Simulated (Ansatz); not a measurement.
An Ansatz input:

```yaml
crystal:
  lattice:
    - [1.9095548273, 1.1024819936, 9.2547406245]
    - [-1.9095548273, 1.1024819936, 9.2547406245]
    - [0.0, -2.2049639872, 9.2547406245]
  atoms:
    - { symbol: Sm, position: [0.0, 0.0, 0.0], spin: 6.179 }
    - { symbol: Sm, position: [0.2221590079, 0.2221590079, 0.2221590079], spin: 6.174 }
    - { symbol: Sm, position: [0.7778409921, 0.7778409921, 0.7778409921], spin: 6.174 }
hamiltonian:
  xc: pbe
  pseudopotentials:
    kind: paw
    azcp:
      Sm: "pseudopotentials/Sm.paw.azcp"
basis:
  ecutwfc: 420
  fft_grid_basis: typed
kpoints:
  mp_grid: { grid: [13, 13, 13], shift: [0, 0, 0] }
magnetization:
  spin_polarized: true
scf:
  occupations: { method: fermi_dirac, width: 0.05 }
output:
  stress: true
```

and its output:

```
Warning: where an SCF of this run starts from atoms to list the orders of its open shells, Sm (site 0, from 0) starts with 5.22 μB on its 4f shell and 0.78 μB on its 5d shell, in the place of the 6.18 μB that the deck gives it: its open shells can hold no more by Hund's first rule. To start from spheres of the given moment, type scf.initial_density.shell_occupations: []
Warning: where an SCF of this run starts from atoms to list the orders of its open shells, Sm (sites 1, 2, from 0) starts with 5.22 μB on its 4f shell and 0.78 μB on its 5d shell, in the place of the 6.17 μB that the deck gives it: its open shells can hold no more by Hund's first rule. To start from spheres of the given moment, type scf.initial_density.shell_occupations: []
band count auto-derived: 45 (N_el = 48.0; filled up to band 24; 40 by the electrons, moments and atoms)
Engine: ansatz 0.2.0, x86_64-unknown-linux-gnu
Pseudopotentials: kind: paw
Pseudopotential: Sm, paw, valence charge 16, recommended cutoff 420 eV (normal) 
Functional definition: PBE
  parameter kappa = 0.804
  parameter beta = 0.06672455060314922
  exchange = pbe_x(kappa = kappa, mu = beta*pi^2/3)
  correlation = pbe_c(beta = beta)
Crystal: 3 atoms, lattice volume = 116.901 Å³
Basis set: ecut = 420 eV, 2287 PW (Γ)
Bands: 45, of which v1, the nominal top of the filled ones, is band 24 counted from 1 (23 counted from 0)
Symmetry: 12 space group operations
Space group: R-3m (ITA 166), of the structure as read, at distance tolerance 4.9e-5 Å
Magnetic group: BNS 166.97 (UNI 1327), of the structure as read, at distance tolerance 4.9e-5 Å
k-points: 231 of 2197
Non-local potential: Sm, projectors of the file, l = 0: 3, l = 1: 2, l = 2: 2, l = 3: 3
PAW form: soft (Blöchl's): semilocal exchange-correlation on the pseudo side does not see the compensation charge
PAW one-centre angular grid: Sm, 590 points (default); XC on 64 Gauss nodes
Initial density: superposition of atomic densities (chi_scale 0.1, normalization cell)
Starting moments: Σ|m| = 18.527 μB on 3 of 3 sites
Initial wavefunctions: pseudopotential atomic-orbital guess
Functional: x = pbe(κ = 0.804, μ = 0.2195149727645171), c = pbe(β = 0.06672455060314922)
iter 1 solved again at ethr=7.47e-4 eV; its pass at ethr=3.10e-3 eV (dr2=3.59e-1 eV) is discarded
SCF iter   1: F=—  HF=-24731.177628 eV  |F-HF|=—  |Δ(HF+E_count)|=         —  Δρ=2.78e-2 (↑2.78e-2 ↓9.38e-3)  dr2=3.57e-1  dr2_m=3.46e-1  M=18.498 μB ∫|m|=18.498 μB  β_m=0.30  ethr=7.47e-4  ⟨swp⟩=1.4  Hψ=95592  notcnv=0
Mixer restart at iter 1: flushing history
spin=Collinear: Kerker preconditioning applied to the charge; magnetization (m = ρ↑ − ρ↓) channel mixes plain (no charge-response kernel on spin).
...
SCF iter  16: F=—  HF=-24733.536235 eV  |F-HF|=—  |Δ(HF+E_count)|=   1.47e-3  Δρ=6.51e-4 (↑6.51e-4 ↓5.66e-5)  dr2=4.46e-4  dr2_m=1.13e-4  M=19.852 μB ∫|m|=19.852 μB  β_m=0.85  ethr=2.57e-7  ⟨swp⟩=2.0  Hψ=39372  notcnv=0  defer=827
SCF iter  17: F=—  HF=-24733.536821 eV  |F-HF|=—  |Δ(HF+E_count)|=   5.85e-4  Δρ=3.18e-4 (↑3.18e-4 ↓3.90e-5)  dr2=4.54e-5  dr2_m=2.88e-5  M=19.856 μB ∫|m|=19.856 μB  β_m=0.93  ethr=2.57e-7  ⟨swp⟩=2.0  Hψ=40030  notcnv=0  defer=798
SCF iter  18: F=—  HF=-24733.537274 eV  |F-HF|=—  |Δ(HF+E_count)|=         —  Δρ=1.82e-4 (↑1.82e-4 ↓2.33e-5)  dr2=8.55e-6  dr2_m=8.51e-6  M=19.864 μB ∫|m|=19.864 μB  ethr=9.47e-8  ⟨swp⟩=2.0  Hψ=34060  notcnv=0  defer=768
Mixer restart at iter 18: flushing history
SCF iter  19: F=—  HF=-24733.541931 eV  |F-HF|=—  |Δ(HF+E_count)|=         —  Δρ=2.83e-5 (↑2.83e-5 ↓4.45e-6)  dr2=8.11e-7  dr2_m=2.10e-7  M=19.838 μB ∫|m|=19.838 μB  β_m=0.93  ethr=1.12e-8  ⟨swp⟩=5.8  Hψ=48948  notcnv=0  defer=497
SCF iter  20: F=—  HF=-24733.541932 eV  |F-HF|=—  |Δ(HF+E_count)|=   1.07e-6  Δρ=1.94e-5 (↑1.94e-5 ↓3.69e-6)  dr2=3.22e-7  dr2_m=1.03e-7  M=19.838 μB ∫|m|=19.838 μB  β_m=0.77  ethr=1.69e-9  ⟨swp⟩=2.0  Hψ=36429  notcnv=0  defer=496
SCF iter  21: F=—  HF=-24733.541932 eV  |F-HF|=—  |Δ(HF+E_count)|=   3.27e-7  Δρ=9.74e-6 (↑9.74e-6 ↓1.88e-6)  dr2=7.20e-8  dr2_m=2.62e-8  M=19.838 μB ∫|m|=19.838 μB  β_m=0.88  ethr=6.71e-10  ⟨swp⟩=2.0  Hψ=32074  notcnv=0  defer=496
SCF iter  22: F=—  HF=-24733.541932 eV  |F-HF|=—  |Δ(HF+E_count)|=   3.71e-7  Δρ=4.04e-6 (↑4.04e-6 ↓7.43e-7)  dr2=9.65e-9  dr2_m=4.51e-9  M=19.838 μB ∫|m|=19.838 μB  β_m=0.94  ethr=1.50e-10  ⟨swp⟩=2.0  Hψ=32708  notcnv=0  defer=496
SCF iter  23: F=—  HF=-24733.541932 eV  |F-HF|=—  |Δ(HF+E_count)|=   6.46e-8  Δρ=4.29e-6 (↑4.29e-6 ↓7.65e-7)  dr2=1.91e-8  dr2_m=4.90e-9  M=19.838 μB ∫|m|=19.838 μB  β_m=0.78  ethr=2.01e-11  ⟨swp⟩=2.3  Hψ=33758  notcnv=0  defer=496
SCF iter  24: F=—  HF=-24733.541932 eV  |F-HF|=—  |Δ(HF+E_count)|=   6.57e-9  Δρ=1.52e-6 (↑1.52e-6 ↓6.20e-7)  dr2=2.42e-9  dr2_m=8.20e-10  M=19.838 μB ∫|m|=19.838 μB  β_m=0.89  ethr=2.01e-11  ⟨swp⟩=2.0  Hψ=32683  notcnv=0  defer=496
SCF iter  25: F=—  HF=-24733.541932 eV  |F-HF|=—  |Δ(HF+E_count)|=   7.35e-9  Δρ=6.12e-7 (↑6.12e-7 ↓2.61e-7)  dr2=4.61e-10  dr2_m=1.28e-10  M=19.838 μB ∫|m|=19.838 μB  β_m=0.95  ethr=5.05e-12  ⟨swp⟩=2.0  Hψ=32453  notcnv=0  defer=496
SCF iter  26: F=—  HF=-24733.541932 eV  |F-HF|=—  |Δ(HF+E_count)|=   1.20e-9  Δρ=2.36e-7 (↑2.36e-7 ↓8.85e-8)  dr2=7.74e-11  dr2_m=1.43e-11  M=19.838 μB ∫|m|=19.838 μB  β_m=0.97  ethr=1.00e-12  ⟨swp⟩=2.2  Hψ=32751  notcnv=0  defer=496
SCF iter  27: F=-24733.541932 eV  HF=-24733.541932 eV  |F-HF|=6.88e-9  |Δ(HF+E_count)|=  2.26e-10  Δρ=2.05e-6 (↑2.05e-6 ↓6.93e-8)  dr2=6.83e-9  dr2_m=1.13e-9  M=19.838 μB ∫|m|=19.838 μB  ethr=1.00e-12  ⟨swp⟩=1.0  Hψ=51632  notcnv=0
SCF 1 converged in 27 iterations: F = -24733.541932 eV  dr2 = 6.83e-9
SCF converged after 27 iterations
Magnetization: 19.8379 μB (33.9190 up, 14.0810 down)
Absolute magnetization: 19.8379 μB (∫|ρ↑−ρ↓|, with the PAW one-centre terms)
Spin contamination: 0.0120 ħ² per cell (⟨S²⟩ above its minimum at these occupations)
Per-site moments (μB) at R_I (Å): [(6.179011345893705, 1.5647506354729903), (6.174326553639962, 1.5629838260325815), (6.174326553639963, 1.5629838260325815)]
Free energy (F): -24733.541932 eV
Harris-Foulkes:  -24733.541932 eV  (|F-HF|=6.88e-9)
Internal energy: -24733.347588 eV  (E = F + TS)
E sigma→0 (E₀):  -24733.444760 eV
Entropy (-TS):   -0.194345 eV (-64.782 meV/atom)
Fermi energy:    9.917008 eV
--- Per-component energies (eV) ---
  E_band       = -103.565360
  E_kinetic    = 996.539106
  E_local      = -4964.469215  (includes V_loc(G=0)·N_el)
  E_nonlocal   = 1213.698990
  E_hartree    = 1938.431052
  E_xc         = -524.196659
  E_vxc        = -571.748526  (∫ρ·V_xc dr)
  E_paw        = -18682.819981  (= ΣΔE_a)
  E_vpaw       = -654.444490  (= ΣTr[D̂ρ^β])
  E_aug_tail   = -0.000001  (compensation charges beyond the density's cutoff)
  E_ewald      = -4710.530881
  E_smearing   = -0.194345  (= −TS)
  E_closure    = -0.000000  (closes the sum)
  Σ components = -24733.541932   (vs F -24733.541932, Δ=0.00e0)
--- Stress (GPa, compression-positive) ---
       -0.055537       0.000000       0.000000
        0.000000      -0.055537      -0.000000
        0.000000      -0.000000       0.004034
  P = ⅓ Tr σ = -0.0357 GPa (-0.357 kbar)
```

Open f shells have many self-consistent states, so the state found may not be the lowest.
